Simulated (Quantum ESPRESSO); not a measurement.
# Ag in Quantum ESPRESSO: notebook

The runs below take Ag through work function, with PBE.

Everything below comes from runs of Quantum ESPRESSO 7.5. Logs are shortened: lines on timing, memory, paths and dates and some standing lists are left out, and cuts for length are marked.

### 1 The slab as given

The cell holds a slab with vacuum, 6 atoms: a = 2.930 Å, b = 2.930 Å, c = 26.975 Å, α = 90.00°, β = 90.00°, γ = 120.00°.

The slab is cut from a database's or a generator's crystal, which needn't be the stable form of the element.

### 2 Work function, PBE

pw.in

```
&CONTROL
  calculation = 'scf'
  prefix = 'pwscf'
  outdir = './tmp'
  pseudo_dir = './pseudo'
  tprnfor = .true.
  disk_io = 'low'
/
&SYSTEM
  ibrav = 0
  celldm(1) = 8
  nat = 6
  ntyp = 1
  ecutwfc = 25
  nbnd = 73
  occupations = 'smearing'
  smearing = 'fd'
  degauss = 0.00367493
/
&ELECTRONS
  conv_thr = 6d-09
  electron_maxstep = 150
  mixing_beta = 0.3
  mixing_mode = 'local-TF'
/
ATOMIC_SPECIES
Ag   107.8682 Ag.upf
CELL_PARAMETERS alat
  0.6921117397114   0.0000000000000   0.0000000000000
 -0.3460558698487   0.5993863488435   0.0000000000000
  0.0000000000000   0.0000000000000   6.3719202764725
ATOMIC_POSITIONS crystal
Ag     0.6666666667    0.3333333334    0.2780352178
Ag     0.3333333333    0.6666666666    0.3668211307
Ag     0.6666666667    0.3333333334    0.4556070436
Ag     0.3333333333    0.6666666666    0.5443929564
Ag     0.6666666667    0.3333333334    0.6331788693
Ag     0.3333333333    0.6666666666    0.7219647822
K_POINTS automatic
10 10 1 0 0 0
```

pp_density.in

```
&INPUTPP
  prefix = 'pwscf'
  outdir = './tmp'
  filplot = 'density.dat'
  plot_num = 0
/
&PLOT
  nfile = 1
  filepp(1) = 'density.dat'
  iflag = 3
  output_format = 6
  fileout = 'density.cube'
/
```

pp_potential.in

```
&INPUTPP
  prefix = 'pwscf'
  outdir = './tmp'
  filplot = 'potential.dat'
  plot_num = 11
/
&PLOT
  nfile = 1
  filepp(1) = 'potential.dat'
  iflag = 3
  output_format = 6
  fileout = 'potential.cube'
/
```

pp_elf.in

```
&INPUTPP
  prefix = 'pwscf'
  outdir = './tmp'
  filplot = 'elf.dat'
  plot_num = 8
/
&PLOT
  nfile = 1
  filepp(1) = 'elf.dat'
  iflag = 3
  output_format = 6
  fileout = 'elf.cube'
/
```

Potentials or basis: PseudoDojo 0.4.1 SR PBE standard.

Started as:

```sh
$ OMP_NUM_THREADS=1 mpirun -n 2 pw.x -nk 2 -in pw.in > pw.out
$ OMP_NUM_THREADS=1 mpirun -n 1 pp.x -in pp_density.in > pp_density.out
$ OMP_NUM_THREADS=1 mpirun -n 1 pp.x -in pp_potential.in > pp_potential.out
$ OMP_NUM_THREADS=1 mpirun -n 1 pp.x -in pp_elf.in > pp_elf.out
```

pw.out:

```text
This program is part of the open-source Quantum ESPRESSO suite
     for quantum simulation of materials; please cite
[... 6 lines left out ...]
     using ibrav=0 with symmetry is DISCOURAGED, use correct ibrav instead

     K-points division:     npool     =       2
     Subspace diagonalization in iterative solution of the eigenvalue problem:
     a serial algorithm will be used

     G-vector sticks info
     --------------------
     sticks:   dense  smooth     PW     G-vecs:    dense   smooth      PW
     Sum         211     211     61                22885    22885    4077

     Using Slab Decomposition

     bravais-lattice index     =            0
     lattice parameter (alat)  =       8.0000  a.u.
     unit-cell volume          =    1353.3912 (a.u.)^3
     number of atoms/cell      =            6
     number of atomic types    =            1
     number of electrons       =       114.00
     number of Kohn-Sham states=           73
     kinetic-energy cutoff     =      25.0000  Ry
     charge density cutoff     =     100.0000  Ry
     scf convergence threshold =      6.0E-09
     mixing beta               =       0.3000
     number of iterations used =            8  local-TF  mixing
     Exchange-correlation= PBE
                           (   1   4   3   4   0   0   0)

     celldm(1)=   8.000000  celldm(2)=   0.000000  celldm(3)=   0.000000
     celldm(4)=   0.000000  celldm(5)=   0.000000  celldm(6)=   0.000000

     crystal axes: (cart. coord. in units of alat)
               a(1) = (   0.692112   0.000000   0.000000 )
               a(2) = (  -0.346056   0.599386   0.000000 )
               a(3) = (   0.000000   0.000000   6.371920 )

     reciprocal axes: (cart. coord. in units 2 pi/alat)
               b(1) = (  1.444853  0.834186 -0.000000 )
               b(2) = (  0.000000  1.668373  0.000000 )
               b(3) = (  0.000000 -0.000000  0.156939 )

     PseudoPot. # 1 for Ag read from file:
     Ag.upf
     Pseudo is Norm-conserving + core correction, Zval = 19.0
     Generated using ONCVPSP code by D. R. Hamann
     Using radial grid of 1538 points,  6 beta functions with:
                l(1) =   0
                l(2) =   0
                l(3) =   1
                l(4) =   1
                l(5) =   2
                l(6) =   2

     atomic species   valence    mass     pseudopotential
     Ag               19.00   107.86820     Ag( 1.00)

     12 Sym. Ops., with inversion, found

   Cartesian axes

     site n.     atom                  positions (alat units)
         1        Ag     tau(   1) = (   0.3460559   0.1997954   1.7716182  )
         2        Ag     tau(   2) = (   0.0000000   0.3995909   2.3373550  )
         3        Ag     tau(   3) = (   0.3460559   0.1997954   2.9030918  )
         4        Ag     tau(   4) = (   0.0000000   0.3995909   3.4688285  )
         5        Ag     tau(   5) = (   0.3460559   0.1997954   4.0345653  )
         6        Ag     tau(   6) = (   0.0000000   0.3995909   4.6003020  )

     number of k points=    14  Fermi-Dirac smearing, width (Ry)=  0.0037
                       cart. coord. in units 2pi/alat
        k(    1) = (   0.0000000   0.0000000   0.0000000), wk =   0.0200000
        k(    2) = (   0.0000000   0.1668373   0.0000000), wk =   0.1200000
        k(    3) = (   0.0000000   0.3336746   0.0000000), wk =   0.1200000
        k(    4) = (   0.0000000   0.5005119   0.0000000), wk =   0.1200000
        k(    5) = (   0.0000000   0.6673492   0.0000000), wk =   0.1200000
        k(    6) = (   0.0000000  -0.8341865   0.0000000), wk =   0.0600000
        k(    7) = (   0.1444853   0.2502559   0.0000000), wk =   0.1200000
        k(    8) = (   0.1444853   0.4170932   0.0000000), wk =   0.2400000
        k(    9) = (   0.1444853   0.5839305   0.0000000), wk =   0.2400000
        k(   10) = (   0.1444853   0.7507678   0.0000000), wk =   0.2400000
        k(   11) = (   0.2889707   0.5005119   0.0000000), wk =   0.1200000
        k(   12) = (   0.2889707   0.6673492   0.0000000), wk =   0.2400000
        k(   13) = (   0.2889707   0.8341865   0.0000000), wk =   0.1200000
        k(   14) = (   0.4334560   0.7507678   0.0000000), wk =   0.1200000

     Dense  grid:    22885 G-vectors     FFT dimensions: (  18,  18, 180)

     Check: negative core charge=   -0.001675

     Initial potential from superposition of free atoms

     starting charge     113.9972, renormalised to     114.0000

     negative rho (up, down):  8.104E-02 0.000E+00
     Starting wfcs are   60 randomized atomic wfcs +   13 random wfcs

     Self-consistent Calculation

     iteration #  1     ecut=    25.00 Ry     beta= 0.30
     Davidson diagonalization with overlap
     ethr =  1.00E-02,  avg # of iterations =  6.6

     negative rho (up, down):  6.758E-02 0.000E+00

     total energy              =   -1834.65763795 Ry
     estimated scf accuracy    <      32.85219468 Ry

     iteration #  2     ecut=    25.00 Ry     beta= 0.30
     Davidson diagonalization with overlap
     ethr =  1.00E-02,  avg # of iterations =  1.0

     negative rho (up, down):  6.887E-02 0.000E+00

     total energy              =   -1833.21107419 Ry
     estimated scf accuracy    <       7.36614776 Ry
[... 107 lines left out ...]
     total energy              =   -1833.00473745 Ry
     estimated scf accuracy    <       0.00000010 Ry

     iteration # 16     ecut=    25.00 Ry     beta= 0.30
     Davidson diagonalization with overlap
     ethr =  8.41E-11,  avg # of iterations =  1.5

     total energy              =   -1833.00473747 Ry
     estimated scf accuracy    <       0.00000002 Ry

     iteration # 17     ecut=    25.00 Ry     beta= 0.30
     Davidson diagonalization with overlap
     ethr =  2.04E-11,  avg # of iterations =  1.9

     End of self-consistent calculation

          k = 0.0000 0.0000 0.0000 (  2955 PWs)   bands (ev):

   -92.0030 -91.9184 -91.8154 -91.6985 -91.6164 -91.5449 -57.3021 -57.2928
   -57.2928 -57.2560 -57.2560 -57.2041 -57.1359 -57.1359 -57.1183 -57.1183
   -57.0938 -56.9692 -56.9692 -56.9627 -56.9627 -56.9624 -56.8434 -56.7651
    -1.0820  -0.6322  -0.0600  -0.0053   0.3384   0.4362   1.1294   1.1507
     1.1507   1.2855   1.2855   1.2856   1.4918   1.4918   1.5736   1.5736
     1.6202   1.6202   1.6326   1.6326   1.7133   1.9989   1.9989   2.5829
     2.6732   2.6732   3.3658   3.3658   3.3680   3.3680   3.8337   3.8337
     3.8592   3.8614   3.8614   5.5495   6.0898   8.6829   9.1314  10.3217
    10.7283  12.3619  12.9148  14.9877  15.5659  17.9991  18.5492  21.0067
    21.5620

          k = 0.0000 0.1668 0.0000 (  2911 PWs)   bands (ev):

   -91.8890 -91.8458 -91.6931 -91.6216 -91.5438 -91.5209 -57.2256 -57.2151
   -57.1956 -57.1833 -57.1434 -57.1245 -57.0817 -57.0584 -57.0319 -56.9899
   -56.9691 -56.9615 -56.9355 -56.9336 -56.9085 -56.8770 -56.7826 -56.7408
    -0.8091  -0.3723   0.2526   0.2808   0.5435   0.6513   1.2666   1.2881
     1.4239   1.4537   1.5228   1.5666   1.5916   1.5937   1.6484   1.6855
     1.7483   1.7570   1.8345   1.8730   2.0435   2.1624   2.1909   2.3761
     2.7519   2.7806   3.0997   3.3344   3.3357   3.6189   3.7337   3.8720
     3.9482   3.9531   4.7467   6.1102   6.7773   8.9251   9.3723  10.5644
    11.0095  12.6174  13.1377  15.2235  15.7620  18.2292  18.7485  20.7822
    21.0951
[... 27 lines left out ...]
          k = 0.0000 0.6673 0.0000 (  2814 PWs)   bands (ev):

   -91.6452 -91.6321 -91.5466 -91.4698 -91.3795 -91.3600 -57.0791 -57.0731
   -57.0610 -57.0593 -57.0312 -57.0128 -56.9989 -56.9693 -56.9433 -56.9124
   -56.8842 -56.8629 -56.8042 -56.7971 -56.7760 -56.7715 -56.7707 -56.7560
     0.2945   0.3053   0.3926   0.4131   0.6058   0.6754   0.8145   0.9102
     0.9909   1.1534   1.6150   1.6488   2.0192   2.1480   2.4272   2.6304
     2.7591   3.1395   3.1775   3.4204   3.6558   3.8778   3.9627   3.9939
     4.0310   4.1837   4.2046   4.2711   4.3436   4.4335   4.7756   4.7958
     5.3751   6.4950   7.8303   9.1950  11.0142  11.1683  11.6486  11.9887
    12.4877  12.5064  12.8599  13.4654  13.6724  14.2979  15.4069  16.3645
    16.6071

          k = 0.0000-0.8342 0.0000 (  2840 PWs)   bands (ev):

   -91.6768 -91.6626 -91.5808 -91.5515 -91.4190 -91.4136 -57.1311 -57.1039
   -57.0968 -57.0841 -57.0818 -57.0685 -57.0391 -57.0062 -56.9910 -56.9773
   -56.9706 -56.9676 -56.8565 -56.8556 -56.8449 -56.8238 -56.8102 -56.8071
     0.0708   0.1157   0.1359   0.1438   0.4004   0.5376   0.5909   0.7710
     0.8092   1.0148   1.4114   1.6297   1.9901   1.9921   2.5279   2.6192
     2.8572   3.0616   3.4073   3.5196   3.5670   3.9607   4.0402   4.1518
     4.1621   4.2572   4.2857   4.3405   4.4050   4.4229   6.3248   6.3845
     6.7181   7.2553   7.5947   7.7264  10.6372  10.6557  11.2297  11.3446
    12.1510  12.3465  12.9879  14.2383  14.4182  14.6566  14.9664  15.3367
    16.0880

          k = 0.1445 0.2503 0.0000 (  2891 PWs)   bands (ev):

   -91.8288 -91.8038 -91.6556 -91.5950 -91.5021 -91.4935 -57.2041 -57.1831
   -57.1585 -57.1567 -57.1206 -57.0780 -57.0428 -57.0141 -56.9763 -56.9663
   -56.9654 -56.9401 -56.9158 -56.8997 -56.8535 -56.8457 -56.7719 -56.7677
    -0.3447   0.0704   0.5286   0.6303   0.8145   0.9560   1.2169   1.2670
     1.4004   1.4431   1.5261   1.6023   1.7424   1.7821   1.8083   1.8823
     1.9126   2.0270   2.0365   2.0836   2.2024   2.2510   2.3450   2.4638
     2.6589   2.8785   2.8969   3.1642   3.2605   3.5678   3.7238   3.9701
     3.9851   4.2532   5.3530   6.8024   7.7890   9.4087   9.7888  11.0316
    11.3323  13.0887  13.5299  15.6821  16.1622  18.6692  19.0483  19.1473
    19.2221
[... 79 lines left out ...]
          k = 0.4335 0.7508 0.0000 (  2846 PWs)   bands (ev):

   -91.6819 -91.6720 -91.5891 -91.5506 -91.4339 -91.4293 -57.1727 -57.1587
   -57.1122 -57.1086 -57.0842 -57.0724 -57.0519 -57.0154 -57.0149 -56.9872
   -56.9602 -56.9403 -56.9097 -56.9067 -56.8418 -56.8367 -56.8104 -56.8073
     0.6269   0.7009   0.7430   0.8446   0.8619   1.0215   1.1619   1.1647
     1.3911   1.4599   1.6791   1.8994   1.9208   1.9454   1.9980   2.1967
     2.2754   2.5310   2.5509   2.6314   2.6835   2.7676   3.1585   3.4172
     3.5409   3.6005   3.8369   3.9489   4.0812   4.1094   8.0223   8.3423
     8.9740   9.7466  10.0819  10.1952  10.4613  11.0210  11.7037  11.7534
    11.9484  12.7100  12.8285  12.9796  13.9708  14.0951  14.2858  14.8865
    15.0389

     the Fermi energy is     6.2700 ev

!    total energy              =   -1833.00473747 Ry
     estimated scf accuracy    <          2.0E-09 Ry
     smearing contrib. (-TS)   =      -0.00251249 Ry
     internal energy E=F+TS    =   -1833.00222498 Ry

     The total energy is F=E-TS. E is the sum of the following terms:
     one-electron contribution =  -12366.42147609 Ry
     hartree contribution      =    6185.01959013 Ry
     xc contribution           =    -271.13068518 Ry
     ewald contribution        =    4619.53034617 Ry

     convergence has been achieved in  17 iterations

     Forces acting on atoms (cartesian axes, Ry/au):

     atom    1 type  1   force =     0.00000000    0.00000000   -0.06541676
     atom    2 type  1   force =     0.00000000    0.00000000   -0.01412662
     atom    3 type  1   force =     0.00000000   -0.00000000   -0.00048929
     atom    4 type  1   force =     0.00000000    0.00000000    0.00048929
     atom    5 type  1   force =     0.00000000    0.00000000    0.01412662
     atom    6 type  1   force =     0.00000000   -0.00000000    0.06541676

     Total force =     0.094648     Total SCF correction =     0.000176

=------------------------------------------------------------------------------=
   JOB DONE.
=------------------------------------------------------------------------------=
```

Wall time 1.7 min (2 MPI ranks of Intel Xeon at 2.50GHz (Skylake/Cascade Lake), shared host); peak memory 0.22 GiB.

These settings aren't checked as converged: the numbers below hold their error.

Results:

```yaml
Free_energy: -24939.3000 eV
Largest_force: 1.682 eV/Å
Band_gap_on_the_k_mesh: none (metal or under the smearing width)
```

Caveat: the cutoff lies well under what these potentials need, so the values aren't converged.

### 3 Work function, PBE

pw.in, as its differences from that of step 2:

```diff
@@ -13,3 +13,3 @@
   ntyp = 1
-  ecutwfc = 25
+  ecutwfc = 33
   nbnd = 73
```

pp_density.in is that of step 2.

pp_potential.in is that of step 2.

pp_elf.in is that of step 2.

Potentials or basis: PseudoDojo 0.4.1 SR PBE standard.

Started as:

```sh
$ OMP_NUM_THREADS=1 mpirun -n 2 pw.x -nk 2 -in pw.in > pw.out
$ OMP_NUM_THREADS=1 mpirun -n 1 pp.x -in pp_density.in > pp_density.out
$ OMP_NUM_THREADS=1 mpirun -n 1 pp.x -in pp_potential.in > pp_potential.out
$ OMP_NUM_THREADS=1 mpirun -n 1 pp.x -in pp_elf.in > pp_elf.out
```

pw.out:

```text
This program is part of the open-source Quantum ESPRESSO suite
     for quantum simulation of materials; please cite
[... 6 lines left out ...]
     using ibrav=0 with symmetry is DISCOURAGED, use correct ibrav instead

     K-points division:     npool     =       2
     Subspace diagonalization in iterative solution of the eigenvalue problem:
     a serial algorithm will be used

     G-vector sticks info
     --------------------
     sticks:   dense  smooth     PW     G-vecs:    dense   smooth      PW
     Sum         283     283     85                34645    34645    6141

     Using Slab Decomposition

     bravais-lattice index     =            0
     lattice parameter (alat)  =       8.0000  a.u.
     unit-cell volume          =    1353.3912 (a.u.)^3
     number of atoms/cell      =            6
     number of atomic types    =            1
     number of electrons       =       114.00
     number of Kohn-Sham states=           73
     kinetic-energy cutoff     =      33.0000  Ry
     charge density cutoff     =     132.0000  Ry
     scf convergence threshold =      6.0E-09
     mixing beta               =       0.3000
     number of iterations used =            8  local-TF  mixing
     Exchange-correlation= PBE
                           (   1   4   3   4   0   0   0)
[... 251 lines left out ...]
     3.5471   3.6225   3.6743   3.6952   3.7137   3.7480   4.9619   5.1434
     5.8060   6.8801   8.1921   9.5646  11.4154  11.5776  12.0866  12.4240
    12.9849  13.0498  13.2925  13.9384  14.1681  14.7974  15.8527  16.8295
    17.0186

          k = 0.0000-0.8342 0.0000 (  4350 PWs)   bands (ev):

   -87.2797 -87.2465 -87.2102 -87.1882 -87.1196 -87.0928 -52.1388 -52.1326
   -52.0958 -52.0859 -52.0520 -52.0519 -52.0504 -52.0452 -52.0116 -51.9990
   -51.9876 -51.9868 -51.9855 -51.9747 -51.9126 -51.9099 -51.9006 -51.8940
     0.5996   0.6101   0.7750   0.7809   0.9072   0.9828   1.2249   1.3574
     1.3652   1.4668   1.7866   2.1976   2.2188   2.3925   2.6419   2.7745
     2.7793   3.1195   3.1955   3.1975   3.4921   3.4940   3.5170   3.5690
     3.6035   3.6616   3.7141   3.8061   3.8327   3.8351   6.6726   6.7894
     7.1701   7.6550   7.9839   8.1502  11.0509  11.0579  11.7522  11.8174
    12.6632  12.7897  13.4451  14.7831  14.9708  15.1724  15.5150  15.8063
    16.6519
[... 94 lines left out ...]
   -87.2973 -87.2857 -87.2365 -87.2174 -87.1459 -87.1288 -52.1149 -52.1146
   -52.0981 -52.0955 -52.0819 -52.0818 -52.0474 -52.0337 -52.0330 -52.0185
   -52.0036 -51.9993 -51.9705 -51.9698 -51.9568 -51.9545 -51.8996 -51.8956
     1.1868   1.1923   1.2488   1.3262   1.3598   1.4539   1.5649   1.5788
     1.6303   1.7268   1.8375   2.0278   2.0620   2.1225   2.1364   2.3095
     2.3521   2.4660   2.4823   2.5619   2.5984   2.8043   3.1156   3.2729
     3.3044   3.3833   3.4072   3.5121   3.5553   3.5783   8.3121   8.6712
     9.3237  10.1137  10.5517  10.6347  10.9325  11.4450  12.0930  12.1697
    12.3098  13.1648  13.2527  13.3120  14.3905  14.4213  14.7379  15.2962
    15.5327

     the Fermi energy is     6.5583 ev

!    total energy              =   -1850.00135663 Ry
     estimated scf accuracy    <          5.6E-10 Ry
     smearing contrib. (-TS)   =      -0.00253990 Ry
     internal energy E=F+TS    =   -1849.99881673 Ry

     The total energy is F=E-TS. E is the sum of the following terms:
     one-electron contribution =  -12416.15455115 Ry
     hartree contribution      =    6221.66755225 Ry
     xc contribution           =    -275.04216400 Ry
     ewald contribution        =    4619.53034617 Ry

     convergence has been achieved in  15 iterations

     Forces acting on atoms (cartesian axes, Ry/au):

     atom    1 type  1   force =     0.00000000   -0.00000000    0.02703863
     atom    2 type  1   force =     0.00000000    0.00000000    0.00430923
     atom    3 type  1   force =     0.00000000   -0.00000000   -0.00277834
     atom    4 type  1   force =     0.00000000    0.00000000    0.00277834
     atom    5 type  1   force =     0.00000000   -0.00000000   -0.00430923
     atom    6 type  1   force =     0.00000000   -0.00000000   -0.02703863

     Total force =     0.038920     Total SCF correction =     0.000092

=------------------------------------------------------------------------------=
   JOB DONE.
=------------------------------------------------------------------------------=
```

pp_potential.out:

```text
This program is part of the open-source Quantum ESPRESSO suite
     for quantum simulation of materials; please cite
         "P. Giannozzi et al., J. Phys.:Condens. Matter 21 395502 (2009);
         "P. Giannozzi et al., J. Phys.:Condens. Matter 29 465901 (2017);
         "P. Giannozzi et al., J. Chem. Phys. 152 154105 (2020);
     in publications or presentations arising from this work. More details at

     IMPORTANT: XC functional enforced from input :
     Exchange-correlation= PBE
                           (   1   4   3   4   0   0   0)
     Any further DFT definition will be discarded
     Please, verify this is what you really want

     G-vector sticks info
     --------------------
     sticks:   dense  smooth     PW     G-vecs:    dense   smooth      PW
     Sum         283     283     85                34645    34645    6141

     Using Slab Decomposition

     Check: negative core charge=   -0.000296

     Calling punch_plot, plot_num =  11
     Writing data to file  potential.dat
     Reading data from file  potential.dat

     Writing data to be plotted to file potential.cube
     Plot Type: 3D                     Output format: Gaussian cube

=------------------------------------------------------------------------------=
   JOB DONE.
=------------------------------------------------------------------------------=
```

Wall time 2.7 min (2 MPI ranks of Intel Xeon at 2.50GHz (Skylake/Cascade Lake), shared host); peak memory 0.28 GiB.

The run converged, but some of its settings lie outside the range that counts as converged, so its numbers aren't taken as properties of the slab.

Results:

| Property | Result |
| --- | --- |
| Free energy | -25170.5507 eV |
| Largest force | 0.695 eV/Å |
| Band gap on the k mesh | none (metal or under the smearing width) |
| Work function of the upper face | 5.12 eV |
| Work function of the lower face | 5.12 eV |

Caveat: the cutoff lies well under what these potentials need, so the values aren't converged.

[end of part 1 of 3]
